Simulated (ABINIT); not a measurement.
Runs of ABINIT 10.8.3 (patched build) on TiAl3. Symmetry: I4/mmm, No. 139, tetragonal system. The conventional cell has a = 3.822 Å, b = 3.822 Å, c = 8.561 Å, α = 90.00°, β = 90.00°, γ = 90.00°. Ti (site symmetry 4/mmm) is surrounded by 12 Al at 2.70 to 2.87 Å. Al (site symmetry -4m2) is surrounded by 8 Al at 2.70 to 2.87 Å and 4 Ti at 2.87 Å. Al (site symmetry 4/mmm) is surrounded by 4 Ti at 2.70 Å and 8 Al at 2.87 Å. The cell comes from a database or a generator and needn't be the stable form of this composition.

| level | k mesh | cutoff (eV) | optimiser (ionmov) | force stop (Ha/bohr) | fine-grid cutoff | mesh quality | gap on the mesh (eV) | pressure (GPa) | relaxed volume (Å³/atom) |
| --- | --- | --- | --- | --- | --- | --- | --- | --- | --- |
| AM05 | 6 × 6 × 6 | 490 | 2 | 0.0001 | 979.61 eV | coarse | none | 0.0 | 15.57 |
| PBE | 8 × 8 × 8 | 408 | 22 | 0.0002 | 816.342 eV | not flagged | none | 0.0 | 15.94 |
| LDA | 6 × 6 × 6 | 490 | 2 | 0.0001 | 979.61 eV | coarse | none | 0.0 | 15.27 |
| BLYP | 6 × 6 × 6 | 490 | 2 | 0.0001 | 979.61 eV | coarse | none | 0.0 | 16.48 |
| RPBE | 6 × 6 × 6 | 490 | 2 | 0.0001 | 979.61 eV | coarse | none | 0.0 | (b) |
| PBEsol | 6 × 6 × 6 | 490 | 2 | 0.0001 | 979.61 eV | coarse | none | 0.0 | (a) |
| PBE | 6 × 6 × 6 | 490 | 2 | 0.0001 | 979.61 eV | coarse | none | 0.0 | 15.94 |

Alike in all rows: task relaxation of cell and atoms; potentials or basis JTH PAW PBE v2.0; no spin polarisation; cell relaxed; smearing fermi-dirac 0.05 eV.

Q: Fill in the values left out.

A: (a) 15.62; (b) 16.25.

Caveats: some runs use coarse meshes; the PAW data sets were made with another functional, which shifts forces and pressure a little (some runs).

A gap of «none» marks a metal or a gap under the smearing width.
